# Reading the exciton levels of MgTe: eight questions

When light lifts an electron out of a filled band, the electron and the hole it leaves attract each other. The Bethe–Salpeter equation (BSE) adds this attraction to a band structure and returns the energies of the coupled pairs. For zincblende MgTe the table lists the lowest 24 of them. The exciton energies are photon energies, and the exciton weights say how strongly each level absorbs light of one polarisation.

Excitons of zincblende MgTe, computed with GPAW 26.7.0 from the Bethe–Salpeter equation on GLLB-SC bands (two valence, one conduction), without spin–orbit coupling or a scissors shift. The k mesh is 6×6×6 and the plane-wave cutoff 600 eV; the screening uses 48 bands and a 30 eV cutoff. Weights are for light polarised along x.

```csv
row,exciton energies (eV),exciton weights
1,2.734,0.111
2,2.734,0.228
3,3.499,0.538
4,3.511,0.934
5,3.511,1.102
6,3.650,0.000
7,3.650,0.000
8,3.650,0.000
9,3.652,0.000
10,3.652,0.000
11,3.669,0.000
12,3.669,0.000
13,3.669,0.000
14,3.674,0.000
15,3.674,0.000
16,3.682,0.001
17,3.682,0.000
18,3.682,0.001
19,3.786,0.165
20,3.786,0.336
21,3.786,0.388
22,3.805,0.000
23,3.805,0.000
24,3.805,0.000
```

## 1. Which levels lie below the gap, and by how much?

Only rows 1 and 2 do. They share the energy 2.734 eV, while the lowest direct gap of the underlying band structure is 3.058 eV. The difference, 0.324 eV, is what the calculation reports as the exciton binding energy. Rows 3 to 24 lie above the gap, so they represent pairs that are free to separate, sampled at a few energies instead of a continuous band.

## 2. Why do the levels come in groups?

The calculation does not treat every electron wave in the crystal. It takes a mesh of wave vectors, six along each edge, and at each mesh point it allows jumps from two valence bands to one conduction band. Each mesh point therefore supplies two pair states. The point at the zone centre, where the gap is smallest, supplies two, and these are rows 1 and 2.

The next nearest mesh points are eight in number, along the body diagonals, and they supply sixteen states. Symmetry sorts these sixteen into four threefold and two twofold levels. Rows 3 to 18 show this pattern, except that the first threefold level, rows 3 to 5, is slightly split. The energy steps alone would not reveal the group, because the step after row 5 is larger than the one after row 18; the assignment rests on the count and the degeneracies.

On average these sixteen levels lie 0.90 eV above the lowest one. Most of that is band curvature: away from the zone centre the conduction band rises and the valence band falls, so a pair costs more energy. The large empty interval between rows 2 and 3 thus reflects the spacing of the mesh. A finer mesh would place points, and hence levels, inside it.

## 3. Why does the strongest absorption not come from the lowest level?

Rows 3 to 5 together carry a weight of 2.574, against 0.339 for rows 1 and 2. They produce the calculated absorption peak at 3.5 eV. The likely reason is that the lowest level is built almost entirely from one mesh point, whereas rows 3 to 5 combine eight, whose contributions add in phase. The outputs do not give the make-up of the states, so this reading, like the cancellation described below, is inferred from the degeneracies and weights. If it holds, the comparison reflects the coarse mesh, and the true share of the lowest exciton in the absorption cannot be read from it.

Adding in phase has a second consequence. It means that the electron and the hole are often found at the same place, which strengthens their attraction as well as their absorption. This is why the bright rows 3 to 5 lie at the bottom of their group, about 0.14 eV below the dark rows that follow.

In rows 6 to 15 the contributions of the eight points cancel, and the weight is zero. These levels are dark because of this cancellation and not because of spin, since the calculation treats no spin triplets. In rows 16 to 18 the cancellation is nearly complete, but the crystal has no centre of inversion to enforce it, so a trace of absorption survives.

## 4. Is 0.324 eV the binding energy of a real exciton?

Probably not. In a semiconductor with light electrons and strong screening, the pair resembles a large hydrogen atom. Its binding energy is $13.6\,\mathrm{eV}\times\mu/\varepsilon^2$, where $\mu$ is the reduced mass of electron and hole in electron masses and $\varepsilon$ is the dielectric constant. With rough recalled values, $\mu\approx0.15$ and $\varepsilon\approx5.0$, this gives about 0.08 eV, a figure that could be off by a factor of two.

To reach 0.324 eV at the same screening, the reduced mass would have to be about 0.6. The reduced mass is always smaller than the electron's own mass, which is only some 0.2 in this kind of material. A hydrogen-like pair would also have a second level a quarter of the binding energy below the gap, near 2.98 eV. The table has nothing between 2.734 and 3.499 eV.

The mesh explains why such a pair cannot form here. A large object in space is narrow in wave vector, and this exciton would be roughly 0.06 Å⁻¹ wide. The nearest mesh point is 0.28 Å⁻¹ away from the zone centre. The calculation therefore sees the exciton through a single point and cannot describe its shape.

## 5. Then what sets the 0.324 eV?

A pair confined to one mesh point is spread evenly over a finite block of crystal, the block that the mesh implies. Its attraction is then fixed by the size of that block and by the screening, whatever the masses of electron and hole. This can be estimated in three steps.

First, the attraction between pair states that differ by a wave vector $q$ is $4\pi e^2/(\varepsilon q^2 V)$, where $V$ is the volume of the block. Second, this expression diverges at $q=0$, so for a state acting on itself it must be averaged over the small cell of wave vectors that belongs to one mesh point. Third, replacing that cell by a sphere of equal volume, with radius $q_0$, gives

$$
B_\text{mesh}=\frac{2e^2q_0}{\pi\varepsilon},\qquad q_0=\left(\frac{6\pi^2}{V}\right)^{1/3}.
$$

For the table, the block holds $6^3=216$ crystal cells of two atoms each, so $V=216\times2\times33.76\approx14\,600$ Å³ and $q_0\approx0.16$ Å⁻¹. With $e^2=14.4$ eV Å and the same rough $\varepsilon$ of 5.0,

$$
B_\text{mesh}\approx\frac{2\times14.4\times0.16}{\pi\times5.0}\approx0.29\ \text{eV}.
$$

This is about a tenth below the BSE value. No constant was adjusted to the table, but $\varepsilon$ is uncertain by at least that much, so the agreement supports the size of the effect and not its second digit. The estimate makes it likely that most of the reported binding comes from the mesh. Only a run on a finer mesh can settle the matter.

## 6. What would a finer mesh change?

With twelve points along each edge instead of six, the block doubles in length and $q_0$ halves. The attraction of a mesh point on itself then falls to about 0.15 eV. The total binding need not fall by the same factor, because neighbouring points now lie closer in energy and begin to share the exciton. That sharing is how the true shape of the exciton emerges.

The practical test is to repeat the calculation on at least two finer meshes and plot the binding against the inverse number of points along an edge. A binding that keeps falling in proportion to this inverse is still a property of the mesh. It becomes a property of MgTe once it levels off. For a large exciton, extra points close to the zone centre help far more than extra points elsewhere.

## 7. What would change with a third valence band, spin–orbit coupling or another element?

The number of valence bands should be corrected first. Without spin–orbit coupling, the top of the valence band in a zincblende crystal is threefold, made of the three p orbitals of tellurium. The calculation keeps only two of these bands, so the lowest exciton appears twofold where it should be threefold. With three valence bands, each mesh point would supply three states, and the lowest level would regain its third partner.

The same cut probably splits rows 3 to 5, where cubic symmetry demands a single energy. Two of the three components have a partner of matching orientation at the zone centre. The two levels repel, which pushes rows 4 and 5 up by 12 meV, while row 3 has lost its partner and stays put. In a two-level picture this shift corresponds to a mixing of $12/777$, or about 1.5 %, where 777 meV is the distance from rows 4 and 5 down to the lowest level. The explanation is tentative, because rows 19 to 21 are bright too and yet remain together. Restoring the third band would show whether the cut is the cause, though not whether the repulsion is described correctly.

Spin–orbit coupling matters more for the energies. In tellurides it splits the valence top by roughly 0.9 eV, a recalled figure, and raises the upper part by a third of that, about 0.3 eV. The gap would shrink by an amount almost as large as the whole reported binding, and the degeneracies would change. With selenium in place of tellurium this correction would be smaller, because the coupling weakens in lighter atoms. The mesh contribution, by contrast, would grow on the same mesh, since a selenide has smaller crystal cells and usually screens less.

## 8. Which digits can be trusted?

The absolute energies are uncertain at least in the first decimal. Besides the mesh, the screening (not converged in bands and cutoff) and the spin–orbit coupling, the gap itself is too small: the GLLB-SC functional provides a correction to the conduction band, its derivative discontinuity, which was not added here. Adding it would raise all 24 energies by the same amount if the screening were kept, and would leave the binding unchanged. The peak at 3.5 eV happens to lie near the measured gap, roughly 3.5 eV as recalled, but with these errors in play the match is accidental and should not be used to validate the settings.

Among the weights, only sums over a complete degenerate level have a meaning. Rows 19, 20 and 21 have one energy and three different weights, because the program may choose any three mutually orthogonal mixtures of the same states. Their sum, 0.889, does not depend on that choice, though the optical matrix elements behind it are good only to a few per cent. For rows 1 and 2 even the sum is unreliable, since the third partner was cut away.

What can be carried over to a report is qualitative: the lowest spin-singlet exciton absorbs light (a dark triplet, not calculated here, is expected slightly below it), and, if the inferred make-up of the states is right, pair states whose contributions add in phase are both brighter and lower in energy than comparable states whose contributions cancel. The grouping of rows 3 to 24 belongs to this mesh and would change on a finer one. The binding energy should be quoted only after the third valence band has been restored and the mesh refined. A comparison of the peak position with experiment also needs the corrected gap and spin–orbit coupling.
